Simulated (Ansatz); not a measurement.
**Se (Pm-3m): energy and pressure against volume**

An exercise on one series of results from a longer session: the logs are not shown, and one member is left open.

Program: Ansatz 0.2.0. Level of theory: DFT PBE, scalar-relativistic, plane waves, PAW. These are calculated values, not measurements.

### The structure to begin with

The structure is cubic, space group Pm-3m (No. 221). Conventional cell: a = 2.831 Å, b = 2.831 Å, c = 2.831 Å, α = 90.00°, β = 90.00°, γ = 90.00°. Se (site symmetry m-3m) has 6 Se at 2.83 Å as nearest neighbours.

Coordinates:

```cif
data_structure
_symmetry_space_group_name_H-M 'P 1'
_symmetry_Int_Tables_number 1
_cell_length_a 2.8306
_cell_length_b 2.8306
_cell_length_c 2.8306
_cell_angle_alpha 90.003
_cell_angle_beta 90.003
_cell_angle_gamma 90.003
_cell_volume 22.68
loop_
_atom_site_label
_atom_site_type_symbol
_atom_site_fract_x
_atom_site_fract_y
_atom_site_fract_z
_atom_site_occupancy
Se1 Se 0.00000 0.00000 0.00000 1
```

An earlier run at PBE left this cell at 22.680 Å³/atom and 0.00 GPa (16×16×16 mesh).

The first run:

Input file input.yaml:

```yaml
crystal:
  lattice:
    - [1.9745531208, 1.1400087758, 1.6120856293]
    - [-1.9745531208, 1.1400087758, 1.6120856293]
    - [0.0, -2.2800175516, 1.6120856294]
  atoms:
    - { symbol: Se, position: [0.0, 0.0, 0.0] }
basis:
  ecutwfc: 420
  ecutrho_ratio: 4
kpoints:
  mp_grid: { grid: [16, 16, 16] }
hamiltonian:
  xc: pbe
scf:
  occupations: { method: gaussian, width: 0.05 }
output:
  forces: true
  stress: true
  eigenvalues: true
relax:
  f_tol: 0.01
  max_steps: 40
  cell: { stress_tol: 0.1, fix: [volume] }
```

On the command line:

```
$ ansatz run input.yaml --threads 1 --pin off --max-ram 2560MiB --backend cpu --events-out ev --progress --plain --runs-dir out
```

Among the steps run: Volume × 0.96; Volume × 1.04; Volume × 0.92; Volume × 0.88; Volume × 0.84; Volume × 0.8; Volume × 0.76; Volume × 0.72; Volume × 0.68; Volume × 0.64.

One of the session's tables, all rows but one given; the rest of the session is left out.

| volume (Å³/atom) | energy above the lowest (meV/atom) | pressure (GPa) |
| --- | --- | --- |
| 14.515 | 1435.4 | 81.7 |
| 15.422 | 1025.2 | 63.6 |
| 16.330 | 710.6 | 47.9 |
| 17.237 | 476.2 | 35.5 |
| 18.144 | ? | ? |
| 19.051 | 173.1 | 18.0 |
| 19.958 | 89.4 | 11.8 |
| 20.866 | 36.9 | 7.0 |
| 21.773 | 8.6 | 3.1 |
| 22.680 | 0.0 | 0.0 |
| 23.587 | 7.4 | -2.5 |

**Question.** Estimate the row for volume (Å³/atom) = 18.144.

Worked estimate for «energy above the lowest (meV/atom)». A straight line through the neighbours (17.237, 476.2) and (19.051, 173.1) gives 476.2 + (173.1 − 476.2) × (18.144 − 17.237) / (19.051 − 17.237) = 324.6; a parabola fitted to 4 rows on both sides gives 299.5.

As computed: energy above the lowest (meV/atom): 296.3; pressure (GPa): 25.8. In «energy above the lowest (meV/atom)» the line misses by +28.3 and the parabola by +3.2.

Caveats from the session: The k mesh is not the same at all volumes. Other structures may be lower in enthalpy at these pressures.
